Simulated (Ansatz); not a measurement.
Method: DFT PBE, scalar-relativistic, plane waves, PAW (Ansatz 0.2.0). All cells share a 420 eV cutoff and Γ-centred k meshes spaced about 0.3 Å⁻¹ or finer (0.25 for metals, 2π included). No spin polarisation in the final relaxations.

These are static total energies at zero pressure. All come from trial cells, and lower structures may exist.

Question: Which of these relaxed structures of MgZn4O is the lowest in energy?
A.

Space group P4/nmm:1 (No. 129). a = 2.882 Å, b = 2.882 Å, c = 20.509 Å, α = 90.00°, β = 90.00°, γ = 90.00°
```
atom  site  symmetry       x       y       z
  Mg    2c       4mm  0.0000  0.5000  0.9455
  Zn    2c       4mm  0.0000  0.5000  0.7266
  Zn    2c       4mm  0.5000  0.0000  0.6362
  Zn    2c       4mm  0.0000  0.5000  0.5450
  Zn    2c       4mm  0.5000  0.0000  0.8142
   O    2c       4mm  0.0000  0.5000  0.0538
```

B.

Space group I4/mmm (No. 139). a = 2.880 Å, b = 2.880 Å, c = 20.966 Å, α = 90.00°, β = 90.00°, γ = 90.00°
```json
{"atom": "Mg", "site": "2a", "symmetry": "4/mmm", "x": "0.0000", "y": "0.0000", "z": "0.0000"}
{"atom": "Zn", "site": "4e", "symmetry": "4mm", "x": "0.5000", "y": "0.5000", "z": "0.1229"}
{"atom": "Zn", "site": "4e", "symmetry": "4mm", "x": "0.0000", "y": "0.0000", "z": "0.2069"}
{"atom": "O", "site": "2b", "symmetry": "4/mmm", "x": "0.5000", "y": "0.5000", "z": "0.0000"}
```

C.

Space group P3m1 (No. 156). a = 3.007 Å, b = 3.007 Å, c = 11.185 Å, α = 90.00°, β = 90.00°, γ = 120.00°
| atom | site | symmetry | x | y | z |
| --- | --- | --- | --- | --- | --- |
| Mg | 1b | 3m. | 0.3333 | 0.6667 | 0.1117 |
| Zn | 1c | 3m. | 0.6667 | 0.3333 | 0.8783 |
| Zn | 1b | 3m. | 0.3333 | 0.6667 | 0.5131 |
| Zn | 1a | 3m. | 0.0000 | 0.0000 | 0.6978 |
| Zn | 1a | 3m. | 0.0000 | 0.0000 | 0.3265 |
| O | 1a | 3m. | 0.0000 | 0.0000 | 0.0225 |

Answer: A. It has space group P4/nmm (No. 129); the next, B, with space group I4/mmm (No. 139), lies 89 meV/atom higher. Counting Mg or Zn atoms around O (for each partner element, those within 1.25 times its shortest distance or 1.15 times the sum of covalent radii, where it is the nearest in units of that sum or under 1.3), the lowest has O 5 and the next has O 4.

Cells relaxed within their symmetry can be saddle points. Some structure types and database cells were kept out of the candidates from the start, so a known form may be missing.
